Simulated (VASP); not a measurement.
Set up this calculation in VASP 6.6.1, as the native input.

- Task: single point
- Functional: PBEsol
- Potentials or basis: VASP PAW PBE potentials, release 64 (In_d, P)
- Cutoff: 520 eV
- k mesh: 10 × 10 × 10
- Occupations: gaussian, width 0.02 eV
- Spin: no spin polarisation
- Dipole correction: no
- Further INCAR settings: ALGO = Normal; EDIFF = 1e-06; NBANDS = 16

The structure of InP lies in POSCAR:

```
InP
1.0
    0.0000000000     -2.9390910345     -2.9390910345
    2.9390910345      0.0000000000     -2.9390910345
    2.9390910345     -2.9390910345      0.0000000000
In P
1 1
Direct
    0.0000000000      0.0000000000      0.0000000000
    0.7500000000      0.7500000000      0.7500000000
```

These files were run (other wordings do the same):

INCAR

```
SYSTEM = InP
  PREC = Accurate
  ENCUT = 520
  EDIFF = 1E-6
  ISMEAR = 0
  SIGMA = 0.02
  LREAL = .FALSE.
  LASPH = .TRUE.
  NELM = 80
  ALGO = Normal
  ISIF = 2
  LWAVE = .FALSE.
  LCHARG = .FALSE.
  GGA = PS
  NBANDS = 16
```

KPOINTS

```
Automatic mesh
0
G
  10 10 10
  0 0 0
```

Potentials or basis: VASP PAW PBE potentials, release 64 (In_d, P).

Run with:

```console
$ cat potpaw_PBE.64/In_d/POTCAR potpaw_PBE.64/P/POTCAR > POTCAR
$ mpirun -np 1 vasp_std > vasp.out
```

Results of the run:

```json
{"Pressure": "0.0 GPa", "Band gap on the k mesh": "0.57 eV, direct"}
```

Caveat: the PAW data sets were made with another functional, which shifts forces and pressure a little; spin-orbit coupling is left out, which moves the levels of the heavy elements.

Run time: 15 s on 1 thread of AMD EPYC 9R45 96-Core Processor (Zen 5) (shared host), peak memory 0.16 GiB.
